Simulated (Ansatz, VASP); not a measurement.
## SnO2: VASP beside Ansatz

The input INCAR:

```
SYSTEM = SnO2
PREC = Accurate ; ENCUT = 520
EDIFF = 1E-6 ; ISMEAR = 0
SIGMA = 0.05 ; LREAL = .FALSE.
LASPH = .TRUE. ; NELM = 80
ALGO = Normal ; ISIF = 2
LWAVE = .FALSE. ; LCHARG = .TRUE.
GGA = PS ; LELF = .TRUE.
LVHAR = .TRUE. ; NBANDS = 20
```

File KPOINTS:

```
regular mesh
0
G
  12 12 12
  0 0 0
```

Contents of POSCAR:

```
SnO2
1.0
    1.5613801911      0.9014632736      4.2894384516
   -1.5613801911      0.9014632736      4.2894384516
    0.0000000000     -1.8029265473      4.2894384516
Sn O
1 2
Direct
    0.5000000000      0.5000000000      0.5000000000
    0.2287404228      0.2287404228      0.2287404228
    0.7712595772      0.7712595772      0.7712595772
```

Input for Ansatz:

```yaml
crystal:
  lattice:
    - [1.5613801911, 0.9014632736, 4.2894384516]
    - [-1.5613801911, 0.9014632736, 4.2894384516]
    - [0.0, -1.8029265473, 4.2894384516]
  atoms:
    - { symbol: Sn, position: [0.5, 0.5, 0.5] }
    - { symbol: O, position: [0.2287404228, 0.2287404228, 0.2287404228] }
    - { symbol: O, position: [0.7712595772, 0.7712595772, 0.7712595772] }
basis:
  ecutwfc: 520.0
kpoints:
  mp_grid: { grid: [12, 12, 12] }
hamiltonian:
  xc: pbesol
  pseudopotentials: { kind: paw, azcp: { folder: soft_1 } }
scf:
  occupations: { method: gaussian, width: 0.05 }
output:
  forces: true
  stress: true
  eigenvalues: true
  write_density: true
  write_potential: true
  elf: true
  volumetric_format: npy
```

Alike in both runs: task single point; functional PBEsol; k mesh 12 × 12 × 12; occupations gaussian, width 0.05 eV; no spin polarisation.

```csv
,VASP,Ansatz
version,VASP 6.6.1,Ansatz 0.2.0
potentials or method,"VASP PAW PBE potentials, release 64 (Sn_d, O)","scalar-relativistic, plane waves, PAW"
plane-wave cutoff (eV),520,520
valence electrons in the cell,26,26
```

```csv
,VASP,Ansatz,Ansatz less VASP
gap on the k mesh at the Fermi level (eV),2.97,2.97,+0.002
least direct gap on the mesh (eV),3.75,3.74,-0.011
rms of the force components (eV/Å),1.983,1.938,-0.0454
```

Atom by atom the forces differ by 0.045 eV/Å (rms over components). With one functional, cell and mesh, what is left measures potentials, basis and numerics. Ansatz warned: «pseudo_functional_mismatch».

Caveats: the PAW data sets were made with another functional, which shifts forces and pressure a little (VASP); spin-orbit coupling is left out, which moves the levels of the heavy elements. A k mesh can miss the band edges.
